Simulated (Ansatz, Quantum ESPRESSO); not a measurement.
Given: the input of a run of Quantum ESPRESSO 7.5 (ASE script) on AlN. Measurements of this composition are mostly on another form, of space group No. 186.

run.py

```python
import numpy as np
from ase.calculators.espresso import Espresso, EspressoProfile
from ase.io import read

atoms = read('AlN.cif')

input_data = {
    'control': {'calculation': 'scf', 'prefix': 'pwscf', 'outdir': './tmp', 'tprnfor': True, 'tstress': True, 'disk_io': 'low'},
    'system': {'ecutwfc': 84.0, 'nbnd': 9, 'occupations': 'smearing', 'smearing': 'fd', 'degauss': 0.00367493},
    'electrons': {'conv_thr': 4e-10, 'electron_maxstep': 120, 'mixing_beta': 0.5},
}
pseudopotentials = {'N': 'N.upf', 'Al': 'Al.upf'}
profile = EspressoProfile(command='pw.x', pseudo_dir='pseudo')
dft = Espresso(profile=profile, input_data=input_data, pseudopotentials=pseudopotentials, kpts=(10, 10, 10), koffset=(0, 0, 0))
from ase.calculators.mixing import SumCalculator
from dftd4.ase import DFTD4
d4 = DFTD4(method='pbe')
atoms.calc = SumCalculator([dft, d4])

from ase.optimize import LBFGS
from ase.filters import FrechetCellFilter
done = LBFGS(FrechetCellFilter(atoms), trajectory='opt.traj').run(fmax=0.02, steps=30)
print('converged', done)
print('cell (A)', np.round(atoms.cell.cellpar(), 5))
print(f'energy {atoms.get_potential_energy():.8f} eV')
print('forces (eV/A)')
print(np.round(atoms.get_forces(), 6))
print('stress (eV/A^3, Voigt)')
print(np.round(atoms.get_stress(), 8))
print(f'Fermi level {dft.get_fermi_level():.4f} eV')
print(f'D4 part {d4.get_potential_energy(atoms):.8f} eV')
atoms.write('final.traj')
```

AlN.cif

```cif
data_AlN
_cell_length_a 3.08863331
_cell_length_b 3.08863331
_cell_length_c 3.08863331
_cell_angle_alpha 60.00000000
_cell_angle_beta 60.00000000
_cell_angle_gamma 60.00000000
_space_group_name_H-M_alt 'P1'
_space_group_name_Hall 'P 1'
_space_group_IT_number 1
loop_
_space_group_symop_operation_xyz
'x,y,z'
loop_
_atom_site_label
_atom_site_type_symbol
_atom_site_symmetry_multiplicity
_atom_site_Wyckoff_symbol
_atom_site_fract_x
_atom_site_fract_y
_atom_site_fract_z
_atom_site_occupancy
Al1 Al 1 a 0.0000000000 0.0000000000 0.0000000000 1
N1 N 1 a 0.2500000000 0.2500000000 0.2500000000 1
```

Potentials or basis: PseudoDojo 0.4.1 SR PBE standard.

The run is started by

```console
$ OMP_NUM_THREADS=1 python run.py
```

Q: Translate it to Ansatz 0.2.0. Potentials or basis there: all-electron LAPW, scalar-relativistic.

A: As run (cutoffs and basis follow the program's own potentials, and thresholds, step limits or extra output files can differ):

The input input.yaml:

```yaml
crystal:
  lattice:
    - [0.0, 2.1839935596, 2.1839935596]
    - [2.1839935596, 0.0, 2.1839935596]
    - [2.1839935596, 2.1839935596, 0.0]
  atoms:
    - { symbol: Al, position: [0.0, 0.0, 0.0] }
    - { symbol: "N", position: [0.25, 0.25, 0.25] }
kpoints:
  mp_grid: { grid: [10, 10, 10] }
scf:
  occupations: { method: fermi_dirac, width: 0.05 }
hamiltonian:
  xc: pbe
  dispersion: d4
  pseudopotentials: { kind: all_electron, lapw: { basis_error: 0.001 } }
output:
  forces: true
  stress: true
relax:
  f_tol: 0.01
  max_steps: 60
  cell: {}
```

Potentials or basis: all-electron LAPW, scalar-relativistic.

Run with:

```sh
$ ansatz run input.yaml --threads 1 --pin off --max-ram 3072MiB --backend cpu --events-out ev --progress --plain --runs-dir out
```

Both were run:

|  | Quantum ESPRESSO | Ansatz |
| --- | --- | --- |
| Relaxed volume | 10.42 Å³/atom | 10.42 Å³/atom |
| Relaxed cell | a = 3.089 Å, b = 3.089 Å, c = 3.089 Å, α = 60.00°, β = 60.00°, γ = 60.00° | a = 3.089 Å, b = 3.089 Å, c = 3.089 Å, α = 60.00°, β = 60.00°, γ = 60.00° |
| Space group after relaxing | F-43m (No. 216) | F-43m (No. 216) |
| Pressure after relaxing | -0.2 GPa | 0.0 GPa |

Where Ansatz's input types no cutoff or centring, it takes its own default and a Γ-centred mesh.

Pressure is positive in compression.
